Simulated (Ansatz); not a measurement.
# Structure types of GaN at a series of pressures

All-electron LAPW in Ansatz 0.2.0 under PBE, scalar-relativistic, energies extrapolated to zero smearing, no spin–orbit coupling; spin polarisation is left out. At each pressure a set of structure types was relaxed with symmetry kept. The table gives H = E + pV above the lowest type of that row in meV/atom (up to 5 of noise); a dash means not tried or turned into another type. Real phases may be missing from the set. k spacings are near 0.17 to 0.21 Å⁻¹, smearing 0.05 to 0.1 eV.

Problem. Among rocksalt, wurtzite, CsCl, zincblende, NiAs, distorted wurtzite, which leads at -0.0031, 18, 45, 91, 170, 290 GPa?

Solution. wurtzite or zincblende at -0.0031 GPa; wurtzite or zincblende at 18 GPa; rocksalt or wurtzite at 45 GPa; rocksalt at 91 GPa; rocksalt at 170 GPa; rocksalt at 290 GPa.

| p (GPa) | V of the lowest (Å³/atom) | rocksalt | wurtzite | CsCl | zincblende | NiAs | distorted wurtzite |
| --- | --- | --- | --- | --- | --- | --- | --- |
| -0.0031 | 11.76 | 480 | 0 | 1625 | 5 | 610 | – |
| 18 | 10.79 | 269 | 0 | 1464 | 6 | 424 | – |
| 45 | 8.35 | 0 | 1 | 1230 | 7 | 183 | – |
| 91 | 7.59 | 0 | 391 | 1249 | 398 | 220 | – |
| 170 | 6.78 | 0 | 946 | 1235 | 954 | 266 | – |
| 290 | 6.03 | 0 | – | 1173 | 1650 | 317 | 1626 |
